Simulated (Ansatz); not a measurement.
The geometry is COD entry 9014756, unchecked; take it as a test cell. The listed cell was then made from it by scaling, straining or moving an atom.

An input for BaTiO3: DFT, LDA, all-electron PAW with datasets made for the crystal, scalar-relativistic (Ansatz 0.2.0).

Command: `ansatz run input.yaml --threads 2 --pin off --max-ram 8192MiB --backend cpu --events-out ev --progress --plain --runs-dir out` The run took 52 s on 2 threads of Arm Neoverse V2 (shared host), peak memory 1.7 GiB.

```yaml
crystal:
  lattice:
    - [2.8559448391, 1.6488805216, 2.317731608]
    - [-2.8559448391, 1.6488805216, 2.317731608]
    - [0.0, -3.2977610432, 2.317731608]
  atoms:
    - { symbol: Ba, position: [0.0, 0.0, 0.0] }
    - { symbol: Ti, position: [0.514, 0.514, 0.514] }
    - { symbol: O, position: [0.4916, 0.4916, 0.9815] }
    - { symbol: O, position: [0.4916, 0.9815, 0.4916] }
    - { symbol: O, position: [0.9815, 0.4916, 0.4916] }
kpoints:
  mp_grid: { grid: [9, 9, 9] }
scf:
  occupations: { method: fermi_dirac, width: 0.05 }
hamiltonian:
  xc: lda
  pseudopotentials: { kind: all_electron, datasets: crystal }
output:
  forces: true
  stress: true
  eigenvalues: true
  efg: { contact_densities: true }
```

The results part of the log:

```
SCF 1 converged in 12 iterations: F = -250504.056279 eV  dr2 = 6.13e-10
  Residual-converged pass: ⟨swp⟩=4.3  Hψ=7126  notcnv=0  max |occ|·‖R‖ = 6.7e-6 eV (tolerance 6.7e-6 eV)  dr2=1.03e-9  dr2_onsite=7.12e-10  max |Δocc| = 8.4e-15
  greatest PAW one-centre occupation: 0.980 electrons in one spin orbital (limit 2), on the Ti atom at site 1 (counted from 0), in its partial waves of l = 0
SCF converged after 12 iterations
Free energy (F): -250504.056279 eV
Harris-Foulkes:  -250504.056279 eV  (|F-HF|=3.49e-10)
Internal energy: -250504.056279 eV  (E = F + TS)
E sigma→0 (E₀):  -250504.056279 eV
Past the cutoff: the bands carry plane waves up to 1.75 times it, of which those up to 1.5 times it add -0.000049 eV an atom, each by itself; the spheres take 0.000130 eV an atom off the energy for waves past 1.75 times it
By the cutoff:   a pressure is off by up to 0.006 GPa (1.2 times the spheres' own share and the shells' term, over an atom's volume, and 0.004 GPa: a bound that held against runs at twice the plane waves)
Past the cutoffs: a stress includes 0.0013 GPa for waves and charges beyond them, in addition to the slope of what the spheres take
In the spheres:  the bands' charges fall short by 2.2e-6 e at most (sound up to 1e-3)
Fermi energy:    12.650632 eV
--- Per-component energies (eV) ---
  The terms above E_closure are by the made datasets' own strengths, without shells solved beside the bands.
--- Forces (eV/Å), atoms counted from 1 ---
  atom   1  Ba     0.00000000     0.00000000     0.12617631
  atom   2  Ti     0.00000000     0.00000000     0.24902708
  atom   3  O      0.00000000     0.08937521    -0.12506917
  atom   4  O      0.07740120    -0.04468760    -0.12506917
  atom   5  O     -0.07740120    -0.04468760    -0.12506917
  max |Σ_I F_I| component: 4.13e-6 eV/Å
--- Stress (GPa, compression-positive) ---
       -9.828613       0.000000       0.000000
        0.000000      -9.828613       0.000000
        0.000000       0.000000      -7.603504
  P = ⅓ Tr σ = -9.0869 GPa (-90.869 kbar)
--- PAW observables at the nuclei: V_zz in 10²¹ V/m², potentials from the cell's mean, atoms counted from 1 ---
  atom   1  Ba V_zz =    -0.442732   η = 0.0000   by run symmetry: allowed
            electrostatic potential = -9622.715969 V   contact ρ = 2057075.193657 e/Å³
  atom   2  Ti V_zz =    +1.358730   η = 0.0000   by run symmetry: allowed
            electrostatic potential = -2526.552620 V   contact ρ = 56472.157038 e/Å³
  atom   3  O  V_zz =    +1.924755   η = 0.0502   by run symmetry: allowed
            electrostatic potential = -625.161881 V   contact ρ = 2125.861861 e/Å³
  atom   4  O  V_zz =    +1.924755   η = 0.0502   by run symmetry: allowed
            electrostatic potential = -625.161881 V   contact ρ = 2125.861860 e/Å³
  atom   5  O  V_zz =    +1.924755   η = 0.0502   by run symmetry: allowed
            electrostatic potential = -625.161881 V   contact ρ = 2125.861860 e/Å³
--- Band table (eV; the first three rows and the last of 85) ---
  k-point 0: bands = ["-44.1853", "-20.7626", "-20.7609", "-20.7609", "-13.1272", "-4.9542", "-4.2523", "-4.2523", "1.7059", "1.7325", "1.7325", "9.2713", "9.2713", "9.3303", "10.2122", "10.2122", "10.3994", "11.0368", "11.1169", "11.1169", "13.7670", "13.7670"]
  k-point 1: bands = ["-44.1852", "-20.7674", "-20.7617", "-20.7606", "-13.1147", "-4.9584", "-4.2483", "-4.2473", "1.7296", "1.7508", "1.7761", "9.0799", "9.2406", "9.2840", "10.0601", "10.0869", "10.3336", "10.7933", "11.0591", "11.1176", "13.7861", "13.9594"]
  k-point 2: bands = ["-44.1849", "-20.7821", "-20.7611", "-20.7600", "-13.0827", "-5.0001", "-4.2383", "-4.1973", "1.7791", "1.7979", "1.8963", "8.5778", "9.1377", "9.1756", "9.7842", "9.8389", "10.1422", "10.3998", "10.9208", "10.9304", "13.8309", "14.3330"]
  k-point 84: bands = ["-44.1825", "-20.8044", "-20.8037", "-20.8034", "-12.8904", "-4.1095", "-4.0603", "-4.0467", "1.0546", "1.0628", "1.1319", "7.2313", "7.9249", "7.9321", "9.0112", "9.1184", "9.2103", "11.4021", "11.4087", "11.4539", "15.6624", "15.8155"]
```
